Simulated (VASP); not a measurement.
Set up this calculation in VASP 6.6.1, as an ASE script.

* Task: band structure
* Functional: LDA
* Potentials or basis: VASP PAW LDA potentials, release 64 (Ag)
* Cutoff: 520 eV
* k mesh: 7 × 7 × 1
* Occupations: fermi-dirac, width 0.02 eV
* Spin: non-collinear spin, antiferromagnetic start
* Starting moments: [[0.5, 0.0, 0.0], [-0.5, -0.0, -0.0], [0.5, 0.0, 0.0], [-0.5, -0.0, -0.0], [0.5, 0.0, 0.0], [-0.5, -0.0, -0.0]] μB
* Dipole correction: yes
* Further INCAR settings: ALGO = Fast; EDIFF = 1.00e-06; ISYM = 0

The structure of Ag lies in Ag.xyz:

```xyz
6
Lattice="2.8893797293 0.0000000000 0.0000000000 0.0000000000 2.8893797293 0.0000000000 0.0000000000 0.0000000000 25.2155000000" Properties=species:S:1:pos:R:3 pbc="T T T"
Ag     1.4446898646      1.4446898646      7.5000000000
Ag     0.0000000000      0.0000000000      9.5431000000
Ag     1.4446898646      1.4446898646     11.5862000000
Ag     0.0000000000      0.0000000000     13.6293000000
Ag     1.4446898646      1.4446898646     15.6724000000
Ag     0.0000000000      0.0000000000     17.7155000000
```

The slab is cut from a database's or a generator's crystal, which needn't be the stable form of the element.

The cell isn't the ideal one: the (1 0 0) slab of Ag, cut from the database cell, not relaxed.

One way to write it, as run:

run.py

```python
from ase.calculators.vasp import Vasp
from ase.dft.bandgap import bandgap
from ase.io import read

atoms = read('Ag.xyz')
atoms.set_initial_magnetic_moments([[0.5, 0.0, 0.0], [-0.5, -0.0, -0.0], [0.5, 0.0, 0.0], [-0.5, -0.0, -0.0], [0.5, 0.0, 0.0], [-0.5, -0.0, -0.0]])
calc = Vasp(
    directory='calc',
    xc='lda',
    pp='LDA',
    setups='recommended',
    prec='Accurate',
    encut=520,
    ediff=1e-06,
    ismear=-1,
    sigma=0.02,
    lreal=False,
    lasph=True,
    nelm=80,
    algo='Fast',
    isif=2,
    lwave=False,
    lcharg=True,
    lnoncollinear=True,
    lorbit=11,
    lmaxmix=4,
    ldipol=True,
    idipol=3,
    dipol=[0.5, 0.5, 0.5],
    kpts=[7, 7, 1],
    gamma=True,
)
atoms.calc = calc

print('energy (eV):', atoms.get_potential_energy())
print('free energy (eV):', atoms.get_potential_energy(force_consistent=True))
efermi = calc.get_fermi_level()
print('Fermi level (eV):', efermi)
path = atoms.cell.bandpath(npoints=40, eps=1e-4)
print('path:', path.path)
calc.set(kpts=path.kpts, reciprocal=True, icharg=11, isym=0, lcharg=False)
calc.calculate(atoms)
print('gap on the path (eV):', bandgap(calc, efermi=efermi)[0])
print('direct gap on the path (eV):', bandgap(calc, efermi=efermi, direct=True)[0])
```

Potentials or basis: VASP PAW LDA potentials, release 64 (Ag).

Command:

```sh
$ python run.py
```

Results of the run:

```
Band gap along the path : none (metal or under the smearing width)
Net moment              : 0.00 μB per cell
```

Caveat: the log is that of the step along the path at fixed density, whose energy, stress, charges and moments have no meaning.

Wall time 45 min on 1 thread of Intel(R) Xeon(R) Platinum 8488C (Sapphire Rapids), with other jobs on the host, peak memory 1.1 GiB.
